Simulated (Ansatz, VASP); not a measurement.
## Two plane-wave programs on In

```
In
1.0
    -1.86339    1.86339    1.86339
     1.86339   -1.86339    1.86339
     1.86339    1.86339   -1.86339
In
1
Direct
  0.00000 0.00000 0.00000
```

The cell was built by a generator and needn't be a form met in nature.

Alike in both runs: functional PBEsol; k mesh 12 × 12 × 12; occupations fermi-dirac, width 0.1 eV; no spin polarisation.

Ansatz relaxed the structure, and its values are those at the end. VASP's run is a single point on that final structure, the one shown.

|  | VASP | Ansatz |
| --- | --- | --- |
| version | VASP 6.6.1 | Ansatz 0.2.0 |
| potentials or method | VASP PAW PBE potentials, release 64 (In_d) | plane waves (420 eV) with PAW, scalar-relativistic |
| plane-wave cutoff (eV) | 520 | 420 |
| valence electrons in the cell | 13 | 13 |

```csv
,VASP,Ansatz,Ansatz less VASP
pressure (GPa),-0.1,0.0,+0.04
```

With one functional, cell and mesh, what is left measures potentials, basis and numerics. Ansatz warned: «pseudo_functional_mismatch».

Caveats: the PAW data sets were made with another functional, which shifts forces and pressure a little (VASP).
